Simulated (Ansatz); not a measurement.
The system is MnSb.

```
Sb Mn
1.0
     4.15000    0.00000    0.00000
    -2.07500    3.59401    0.00000
     0.00000    0.00000    5.78000
Sb Mn
2 2
Direct
  0.66667 0.33333 0.75000
  0.33333 0.66667 0.25000
  0.00000 0.00000 0.50000
  0.00000 0.00000 0.00000
```

Base run:

- Program: Ansatz 0.2.0
- Functional: PBEsol
- Potentials or basis: Ansatz PAW
- Cutoff: 420 eV (not typed: the program's choice for these potentials)
- k mesh: 6 × 6 × 4
- Occupations: fermi-dirac, width 0.05 eV
- Spin: collinear spin, ferromagnetic start
- Starting moments: [0.0, 0.0, 6.0, 6.0] μB
- Fixed moment: 12 μB

Its results: pressure 16.6 GPa; site moments Sb +0.53; Mn +4.53 μB.

Problem. The run is repeated on the same cell with these changes: fixed moment from 12 μB to 4 μB; moments at the start from [0.0, 0.0, 6.0, 6.0] to [0.0, 0.0, 2.0, 2.0]. What comes out?

Solution. Pressure -15.4 GPa; site moments Sb -0.17; Mn +2.26 μB.

Caveats: the total moment is fixed, so each spin has its own Fermi level; only a ferromagnetic start was run, and an antiferromagnetic order may lie lower in energy; the PAW data sets come from PBE, with cores solved anew for the run's functional, which leaves a small shift of forces and pressure; the thresholds are loose for stress.
